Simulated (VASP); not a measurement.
# AlP (F-43m) in VASP: notebook, part 3 of 3

VASP 6.6.1. The steps go on from the part before.

**5. Single point, PBE+D3(BJ)**

This run uses another cell than the first one, of 20.25 Å³/atom, 1.041 times its volume.

INCAR

```
SYSTEM = AlP
ALGO = Normal
EDIFF = 1E-6
ENCUT = 500
GGA = PE
GGA_COMPAT = .False.
ISIF = 2
ISMEAR = 0
IVDW = 12
LASPH = .True.
LCHARG = .True.
LELF = .True.
LREAL = .False.
LVHAR = .True.
LWAVE = .False.
NBANDS = 11
NELM = 120
PREC = Accurate
SIGMA = 0.05
```

KPOINTS

```
k-points
0
Gamma
  8 8 8
  0 0 0
```

POSCAR

```
AlP
1.0
    0.0000000000      2.7254991651      2.7254991651
    2.7254991651      0.0000000000      2.7254991651
    2.7254991651      2.7254991651      0.0000000000
Al P
1 1
Direct
    0.0000000000      0.0000000000      0.0000000000
    0.7500000000      0.7500000000      0.7500000000
```

Potentials or basis: VASP PAW PBE potentials, release 64 (Al, P).

On the command line:

```console
> cat potpaw_PBE.64/Al/POTCAR potpaw_PBE.64/P/POTCAR > POTCAR
> mpirun -np 1 vasp_std > vasp.out
```

OUTCAR:

```text
SYSTEM = AlP
   EDIFF = 1E-6
   ENCUT = 500
   GGA = PE
   ISIF = 2
   ISMEAR = 0
   IVDW = 12
   LASPH = .True.
   LREAL = .False.
   NELM = 120
   PREC = Accurate
 IVDW          = 12

 ion  position               nearest neighbor table
   1  0.000  0.000  0.000-   2 2.36   2 2.36   2 2.36   2 2.36
   2  0.750  0.750  0.750-   1 2.36   1 2.36   1 2.36   1 2.36

  LATTYP: Found a face centered cubic cell.
 ALAT       =     5.4509983302

  Lattice vectors:

 A1 = (   0.0000000000,   2.7254991651,   2.7254991651)
 A2 = (   2.7254991651,   0.0000000000,   2.7254991651)
 A3 = (   2.7254991651,   2.7254991651,   0.0000000000)

Analysis of symmetry for initial positions (statically):
=====================================================================
 Subroutine PRICEL returns:
 Original cell was already a primitive cell.

 Routine SETGRP: Setting up the symmetry group for a
 face centered cubic supercell.

 Subroutine GETGRP returns: Found 24 space group operations
 (whereof 24 operations were pure point group operations)
 out of a pool of 48 trial point group operations.

The static configuration has the point symmetry T_d .

Analysis of symmetry for dynamics (positions and initial velocities):
=====================================================================
 Subroutine PRICEL returns:
 Original cell was already a primitive cell.

 Routine SETGRP: Setting up the symmetry group for a
 face centered cubic supercell.

 Subroutine GETGRP returns: Found 24 space group operations
 (whereof 24 operations were pure point group operations)
 out of a pool of 48 trial point group operations.

The dynamic configuration has the point symmetry T_d .

 Subroutine INISYM returns: Found 24 space group operations
 (whereof 24 operations are pure point group operations),
 and found     1 'primitive' translations

----------------------------------------------------------------------------------------

                                     Primitive cell

  volume of cell :      40.4919

  direct lattice vectors                    reciprocal lattice vectors
     0.000000000  2.725499165  2.725499165    -0.183452634  0.183452634  0.183452634
     2.725499165  0.000000000  2.725499165     0.183452634 -0.183452634  0.183452634
     2.725499165  2.725499165  0.000000000     0.183452634  0.183452634 -0.183452634

  length of vectors
     3.854437884  3.854437884  3.854437884     0.317749282  0.317749282  0.317749282

  position of ions in fractional coordinates (direct lattice)
     0.000000000  0.000000000  0.000000000
     0.750000000  0.750000000  0.750000000

  ion indices of the primitive-cell ions
   primitive index   ion index
                 1           1
                 2           2

----------------------------------------------------------------------------------------

 KPOINTS: k-points

Automatic generation of k-mesh.
 Grid dimensions read from file:
 generate k-points for:    8    8    8

 Generating k-lattice:

  Cartesian coordinates                     Fractional coordinates (reciprocal lattice)
    -0.022931579  0.022931579  0.022931579     0.125000000  0.000000000  0.000000000
     0.022931579 -0.022931579  0.022931579     0.000000000  0.125000000  0.000000000
     0.022931579  0.022931579 -0.022931579     0.000000000  0.000000000  0.125000000

  Length of vectors
     0.039718660  0.039718660  0.039718660

  Shift w.r.t. Gamma in fractional coordinates (k-lattice)
     0.000000000  0.000000000  0.000000000

 Subroutine IBZKPT returns following result:
 ===========================================

 Found     29 irreducible k-points:

 Following reciprocal coordinates:
            Coordinates               Weight
  0.000000  0.000000  0.000000      1.000000
  0.125000  0.000000  0.000000      8.000000
  0.250000  0.000000  0.000000      8.000000
  0.375000  0.000000  0.000000      8.000000
  0.500000  0.000000  0.000000      4.000000
  0.125000  0.125000  0.000000      6.000000
[... 16 lines left out ...]
  0.500000  0.250000  0.125000     48.000000
 -0.375000  0.250000  0.125000     24.000000
 [... further k-points ...]
   k-points           NKPTS =     29   k-points in BZ     NKDIM =     29   number of bands    NBANDS=     11
   number of dos      NEDOS =    301   number of ions     NIONS =      2
   total plane-waves  NPLWV =  21952
   dimension x,y,z NGX =    28 NGY =   28 NGZ =   28
   dimension x,y,z NGXF=    56 NGYF=   56 NGZF=   56
   ions per type =               1   1
   NGX,Y,Z   is equivalent  to a cutoff of  12.08, 12.08, 12.08 a.u.
   NGXF,Y,Z  is equivalent  to a cutoff of  24.15, 24.15, 24.15 a.u.
 SYSTEM =  AlP
   PREC   = accura    normal or accurate (medium, high low for compatibility)
   ISTART =      0    job   : 0-new  1-cont  2-samecut
   ICHARG =      2    charge: 1-file 2-atom 10-const
   ISPIN  =      1    spin polarized calculation?
   LNONCOLLINEAR =      F non collinear calculations
   LSORBIT =      F    spin-orbit coupling
   LASPH  =      T    aspherical Exc in radial PAW
   ENCUT  =  500.0 eV  36.75 Ry    6.06 a.u.   7.03  7.03  7.03*2*pi/ulx,y,z
   NELM   =    120;   NELMIN=  2; NELMDL= -5     # of ELM steps
   EDIFF  = 0.1E-05   stopping-criterion for ELM
   LREAL  =      F    real-space projection
   EDIFFG = 0.1E-04   stopping-criterion for IOM
   NSW    =      0    number of steps for IOM
   IBRION =     -1    ionic relax: 0-MD 1-quasi-New 2-CG
   NFREE  =      0    steps in history (QN), initial steepest desc. (CG)
   ISIF   =      2    stress and relaxation
   ISYM   =      2    0-nonsym 1-usesym 2-fastsym
   POTIM  = 0.5000    time-step for ionic-motion
   TEBEG  =    0.0;   TEEND  =   0.0 temperature during run
   PSTRESS=    0.0 pullay stress
   NELECT =       8.0000    total number of electrons
   NUPDOWN=      -1.0000    fix difference up-down
   EMIN   =  10.00;   EMAX   =-10.00  energy-range for DOS
   EFERMI =   0.00;   METHOD = LEGACY
   ISMEAR =     0;   SIGMA  =   0.05  broadening in eV -4-tet -1-fermi 0-gaus
   EFERMI_NEDOS =   21; number of points for ismear=-14 and -15
   IALGO  =     38    algorithm
   IMIX   =      4    mixing-type and parameters
     AMIX     =   0.40;   BMIX     =  1.00
     AMIX_MAG =   1.60;   BMIX_MAG =  1.00
  volume/ion in A,a.u.               =      20.25       136.63
  Fermi-wavevector in a.u.,A,eV,Ry     =   0.953488  1.801832 12.369604  0.909140
  Thomas-Fermi vector in A             =   2.082148
   LORBIT       =      0    0 simple, 1 ext, 2 COOP (PROOUT), +10 PAW based schemes
   GGA     = PE    functional components
   LHFCALC =     F    Hartree Fock is set to
   AEXX    =    0.0000 exact exchange contribution
   IVDW    =    12    specifies the selected vdW correction
   LEPSILON=     F    determine dielectric tensor
   LRPA    =     F    only Hartree local field effects (RPA)
 non-spin polarized calculation
 Gauss-broadening in eV      SIGMA  =   0.05
  energy-cutoff  :      500.00
  volume of cell :       40.49
 maximum number of plane-waves:      1056
   NGX = 13   NGY = 13   NGZ = 13

 number of electron       8.0000000 magnetization

 Free energy of the ion-electron system (eV)
  ---------------------------------------------------
  ext. energy  EPLUGINS =         0.00000000
  ---------------------------------------------------
  free energy    TOTEN  =       -10.36676645 eV

  energy without entropy =      -10.36676645  energy(sigma->0) =      -10.36676645

 E-fermi :   4.8836     XC(G=0):  -9.2281

 val. band max:        4.6259305879   @ k =   0.0000   0.0000   0.0000
 cond. band min:       6.1953690734   @ k =   0.5000   0.5000   0.0000
 fundamental gap:      1.5694384854
 Fermi energy:         4.8836016999

 k-point     1 :       0.0000    0.0000    0.0000
  band No.  band energies     occupation
      1      -6.9079      2.00000
      2       4.6259      2.00000
      3       4.6259      2.00000
      4       4.6259      2.00000
      5       7.9743      0.00000
      6       9.1944      0.00000
      7       9.1944      0.00000
      8       9.1944      0.00000
      9      13.4664      0.00000
     10      13.4664      0.00000
     11      14.9517      0.00000
[... 309 lines left out ...]
 k-point    24 :      -0.3750    0.2500    0.1250
  band No.  band energies     occupation
      1      -4.9012      2.00000
      2      -0.5613      2.00000
      3       2.0205      2.00000
      4       3.1345      2.00000
      5       8.5833      0.00000
      6       9.1705      0.00000
      7      11.5364      0.00000
      8      12.3525      0.00000
      9      13.6537      0.00000
     10      16.1191      0.00000
     11      17.4032      0.00000

 [... further k-points ...]

------------------------ aborting loop because EDIFF is reached ----------------------------------------

 Edisp (eV)   -0.61947

 E8    (eV) :    -0.2564

  FORCE on cell =-STRESS in cart. coord.  units (eV):
  Direction    XX          YY          ZZ          XY          YZ          ZX
  --------------------------------------------------------------------------------------
  -------------------------------------------------------------------------------------
  Total      -0.00927    -0.00927    -0.00927     0.00000     0.00000     0.00000
  in kB      -0.36679    -0.36679    -0.36679     0.00000     0.00000     0.00000
  external pressure =       -0.37 kB  Pullay stress =        0.00 kB

 VOLUME and BASIS-vectors are now :
 -----------------------------------------------------------------------------
  energy-cutoff  :      500.00
  volume of cell :       40.49
      direct lattice vectors                 reciprocal lattice vectors
     0.000000000  2.725499165  2.725499165    -0.183452634  0.183452634  0.183452634
     2.725499165  0.000000000  2.725499165     0.183452634 -0.183452634  0.183452634
     2.725499165  2.725499165  0.000000000     0.183452634  0.183452634 -0.183452634

 POSITION                                       TOTAL-FORCE (eV/Angst)
 -----------------------------------------------------------------------------------
      0.00000      0.00000      0.00000         0.000000      0.000000     -0.000000
      4.08825      4.08825      4.08825        -0.000000     -0.000000      0.000000
 -----------------------------------------------------------------------------------
    total drift:                                0.000000      0.000000      0.000000

  FREE ENERGIE OF THE ION-ELECTRON SYSTEM (eV)
  ---------------------------------------------------
  free  energy   TOTEN  =       -10.9862332126 eV

  energy  without entropy=      -10.9862332126  energy(sigma->0) =      -10.98623321
```

OSZICAR:

```text
N       E                     dE             d eps       ncg     rms          rms(c)
DAV:   1     0.987707354522E+01    0.98771E+01   -0.27660E+03   646   0.519E+02
DAV:   2    -0.993203671756E+01   -0.19809E+02   -0.19043E+02   814   0.874E+01
DAV:   3    -0.107122061963E+02   -0.78017E+00   -0.77905E+00   806   0.165E+01
DAV:   4    -0.107188531083E+02   -0.66469E-02   -0.66463E-02   778   0.184E+00
DAV:   5    -0.107189665375E+02   -0.11343E-03   -0.11343E-03   802   0.232E-01    0.454E+00
DAV:   6    -0.104100567077E+02    0.30891E+00   -0.61124E-01   713   0.291E+00    0.289E+00
DAV:   7    -0.103662873982E+02    0.43769E-01   -0.22129E-01   780   0.192E+00    0.145E+00
DAV:   8    -0.103666995026E+02   -0.41210E-03   -0.15359E-02   751   0.605E-01    0.233E-01
DAV:   9    -0.103666079991E+02    0.91504E-04   -0.73994E-04   771   0.149E-01    0.919E-02
DAV:  10    -0.103667602026E+02   -0.15220E-03   -0.21943E-04   707   0.783E-02    0.103E-02
DAV:  11    -0.103667657001E+02   -0.54975E-05   -0.23530E-05   794   0.226E-02    0.928E-03
DAV:  12    -0.103667664465E+02   -0.74642E-06   -0.17046E-06   728   0.713E-03
   1 F= -.10986233E+02 E0= -.10986233E+02  d E =-.483436E-15
```

Run time: 15 s. Hardware: 1 thread of Intel Xeon 8259CL, shared host; peak memory 0.16 GiB.

Results:

| Property | Result |
| --- | --- |
| Free energy | -10.9862 eV |
| Pressure | 0.0 GPa |
| Band gap on the k mesh | 1.57 eV, indirect (least direct gap 3.35 eV) |
| Dispersion energy per atom | -0.310 eV |

**6. Single point, PBE+D3(BJ)**

This run uses another cell than the first one, of 20.33 Å³/atom, 1.045 times its volume.

INCAR

```
ALGO = Normal ; EDIFF = 1E-6
ENCUT = 500 ; GGA = PE
GGA_COMPAT = False ; ISIF = 2
ISMEAR = 0 ; IVDW = 12
LASPH = True ; LCHARG = False
LREAL = False ; LWAVE = False
NBANDS = 11 ; NELM = 120
PREC = Accurate ; SIGMA = 0.05
```

KPOINTS

```
k-points
0
Gamma
  8 8 8
```

POSCAR

```
AlP
1.0
    0.0000000000      2.7291283294      2.7291283294
    2.7291283294      0.0000000000      2.7291283294
    2.7291283294      2.7291283294      0.0000000000
Al P
1 1
Direct
    0.0000000000      0.0000000000      0.0000000000
    0.7500000000      0.7500000000      0.7500000000
```

Potentials or basis: VASP PAW PBE potentials, release 64 (Al, P).

On the command line:

```console
> cat potpaw_PBE.64/Al/POTCAR potpaw_PBE.64/P/POTCAR > POTCAR
> mpirun -np 1 vasp_std > vasp.out
```

Run time: 14 s. Hardware: 1 thread of Intel Xeon 8259CL, shared host; peak memory 0.16 GiB.

It converged, with:

* Free energy: -10.9860 eV
* Pressure: -0.4 GPa
* Band gap on the k mesh: 1.58 eV, indirect (least direct gap 3.31 eV)
* Dispersion energy per atom: -0.308 eV

Levels at points of the mesh, in eV from the valence-band top:
| k point | band 1 | band 2 | band 3 | band 4 | band 5 | band 6 | band 7 | band 8 | band 9 |
| --- | --- | --- | --- | --- | --- | --- | --- | --- | --- |
| (0.00, 0.00, 0.00) | -11.51 | 0.00 | 0.00 | 0.00 | 3.31 | 4.56 | 4.56 | 4.56 | 8.84 |
| (0.50, 0.00, 0.00) | -9.83 | -5.53 | -0.76 | -0.76 | 2.82 | 4.82 | 4.82 | 8.28 | 11.53 |
| (0.50, 0.50, 0.00) | -9.17 | -5.31 | -2.10 | -2.10 | 1.58 | 2.47 | 11.08 | 11.08 | 12.08 |

**7. The runs side by side**

| level | cell | gap on the mesh (eV) | pressure (GPa) |
| --- | --- | --- | --- |
| PBE+D3(BJ) | a = 3.803 Å, angles 60.0°, 2 atoms | 1.49 | 3.8 |
| PBE+D3(BJ) | a = 3.807 Å, angles 60.0°, 2 atoms | 1.49 | 3.5 |
| PBE | a = 3.854 Å, angles 60.0°, 2 atoms | 1.57 | 2.6 |
| PBE+D3(BJ) | a = 3.854 Å, angles 60.0°, 2 atoms | 1.57 | 0.0 |
| PBE+D3(BJ) | a = 3.860 Å, angles 60.0°, 2 atoms | 1.58 | -0.4 |

Alike in all rows: task single point; potentials or basis VASP PAW PBE potentials, release 64 (Al, P); no spin polarisation; k mesh 8 × 8 × 8; cutoff (eV) 500; smearing gaussian 0.05 eV.

Caveats: three body term missing (some runs).

Absolute energies hang on the potentials; compare differences alone.

**8. How close it comes**

Step 4. A measured gap of AlP is 2.505 eV (indirect; 4.2 K; a printed reference work, data compilation); the calculated 1.57 eV misses it by -0.94 eV. The value is that of PBE on a finite k mesh, which can miss the band edges, without temperature or zero-point motion. Semilocal functionals fall short of measured gaps as a rule.

Step 5. Measured gap of AlP: 2.505 eV (indirect; 4.2 K; a printed reference work, data compilation). This calculation gives 1.57 eV (-0.94 eV). The value is that of PBE+D3(BJ) on a finite k mesh, which can miss the band edges, without temperature or zero-point motion. Semilocal functionals fall short of measured gaps as a rule.

Step 6. Measured gap of AlP: 2.505 eV (indirect; 4.2 K; a printed reference work, data compilation). This calculation gives 1.58 eV (-0.93 eV). The value is that of PBE+D3(BJ) on a finite k mesh, which can miss the band edges, without temperature or zero-point motion. Semilocal functionals fall short of measured gaps as a rule.
